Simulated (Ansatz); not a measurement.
## NbAs and the effect of the Hubbard U on Nb d

```
Nb As
1.0
    -1.72585    1.72585    5.84000
     1.72585   -1.72585    5.84000
     1.72585    1.72585   -5.84000
Nb As
2 2
Direct
  0.50000 0.00000 0.50000
  0.75000 0.75000 0.00000
  0.91600 0.41600 0.50000
  0.16600 0.16600 0.00000
```

Kept alike: task projected density of states; functional LDA; k mesh 11 × 11 × 11; occupations fermi-dirac, width 0.05 eV; no spin polarisation. Program: Ansatz, Ansatz PAW, cutoff 420 eV. The mesh is that of the run's cell of 4 atoms. No spin-orbit coupling.

| Hubbard U on Nb d, U (eV) | pressure (GPa) |
| --- | --- |
| 0 | -5.54 |
| 1 | -5.21 |
| 2 | -4.87 |
| 3 | -4.49 |
| 4 | -4.06 |
| 5 | -3.48 |
| 6 | -1.14 |

Pressure is positive in compression, with a Pulay correction for the finite cutoff. U acts here on a shell without spin polarisation. For a metal such a mesh leaves the last digits unconverged. How U acts hangs on the program's projectors. All rows use potentials made for PBE. U is the effective U - J on orthogonalised atomic projectors. Double counting: fully localised limit (the default).

Problem. What does the Hubbard U on Nb d change here?

Solution. The pressure rises from -5.54 to -1.14 GPa between 0 and 6 eV. Its step between 5 and 6 is far larger than the others, which points to a change of electronic state.

The pressure stays negative in every row, so the fixed cell would contract at each U, in keeping with the usual overbinding of LDA. The pull inward weakens steadily as U grows. Cohesion in NbAs rests largely on mixing between the broad Nb 4d and As 4p states, with some Nb-Nb d bonding. U penalises fractional d occupation and raises orbitals that are less than half filled, which probably reduces this mixing and with it the covalent contribution to the contraction.

The jump at the last step probably reflects a redistribution of electrons among the d orbitals, either as the ground state at that U or as another self-consistent solution. It is no evidence of a Mott transition or of magnetic order. Since extended 4d states in a semimetal are well screened, so strong a correction is hard to justify for NbAs, and the jump says more about the model than about the material. Pressure alone also leaves open whether the band crossings near the Fermi level survive the correction.
